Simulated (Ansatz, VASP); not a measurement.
HfN: VASP beside Ansatz

The input INCAR:

```
SYSTEM = HfN
PREC     = Accurate       ! precision mode
ENCUT    = 600            ! plane-wave cutoff, eV
EDIFF    = 1E-6           ! SCF threshold, eV
ISMEAR   = 0              ! smearing method
SIGMA    = 0.1            ! smearing width, eV
LREAL    = .FALSE.        ! projectors in reciprocal space
LASPH    = .TRUE.         ! aspherical terms in the spheres
NELM     = 100            ! most SCF steps
ALGO     = Normal         ! electronic algorithm
ISIF     = 3              ! what is computed and relaxed
LWAVE    = .FALSE.        ! write WAVECAR
LCHARG   = .FALSE.        ! write CHGCAR
GGA      = PE             ! functional
IBRION   = 2              ! ionic algorithm
NSW      = 90             ! ionic steps
EDIFFG   = -0.04          ! ionic threshold
```

Contents of KPOINTS:

```
Automatic mesh
0
G
  6 6 4
  0 0 0
```

Contents of POSCAR:

```
HfN
1.0
    1.5934541849     -2.6455077691      0.0000000000
    1.5934541849      2.6455077691      0.0000000000
    0.0000000000      0.0000000000      5.4777791930
Hf N
2 2
Direct
    0.8330591830      0.1669408170      0.7500000000
    0.1669408170      0.8330591830      0.2500000000
    0.5000000000      0.5000000000      0.5000000000
    0.5000000000      0.5000000000      0.0000000000
```

Input for Ansatz:

```yaml
crystal:
  lattice:
    - [1.5934541849, -2.6455077691, 0.0]
    - [1.5934541849, 2.6455077691, 0.0]
    - [0.0, 0.0, 5.477779193]
  atoms:
    - { symbol: Hf, position: [0.833059183, 0.166940817, 0.75] }
    - { symbol: Hf, position: [0.166940817, 0.833059183, 0.25] }
    - { symbol: "N", position: [0.5, 0.5, 0.5] }
    - { symbol: "N", position: [0.5, 0.5, 0.0] }
basis:
  ecutwfc: 420
kpoints:
  mp_grid: { grid: [6, 6, 4] }
hamiltonian:
  xc: pbe
scf:
  occupations: { method: gaussian, width: 0.1 }
  lower_state_search: "off"
output:
  forces: true
  stress: true
  eigenvalues: true
relax:
  adjacent_minimum: "off"
  f_tol: 0.04
  max_steps: 70
  cell: { stress_tol: 0.4 }
```

Change from the starting cell: the structure that the rattled cell fell into.

Alike in both runs: task relaxation of cell and atoms; functional PBE; k mesh 6 × 6 × 4; occupations gaussian, width 0.1 eV; no spin polarisation.

|  | VASP | Ansatz |
| --- | --- | --- |
| version | VASP 6.6.1 | Ansatz 0.2.0 |
| potentials or method | VASP PAW PBE potentials, release 64 (Hf_pv, N) | scalar-relativistic, plane waves, PAW |
| plane-wave cutoff (eV) | 600 | 420 |
| valence electrons in the cell | 30 | 62 |

Ansatz gave:

* gap on the k mesh at the Fermi level, each at its own relaxed structure (eV): none
* relaxed volume (Å³/atom): 11.78
* relaxed cell length with the largest relative difference (Å): 5.468
* energy change over the relaxation (meV/atom): -18

Q: What did VASP give for the same quantities?

A: gap on the k mesh at the Fermi level, each at its own relaxed structure (eV): none; relaxed volume (Å³/atom): 11.68; relaxed cell length with the largest relative difference (Å): 5.447; energy change over the relaxation (meV/atom): -15.

A gap of «none» marks a metal or a gap that the smearing closes. The two sets of potentials don't hold the same shells in valence.

Caveats: the k mesh is coarse (spacing up to 0.38 Å⁻¹), so the values aren't converged. The runs have no spin-orbit coupling, so splittings on Hf are missing.
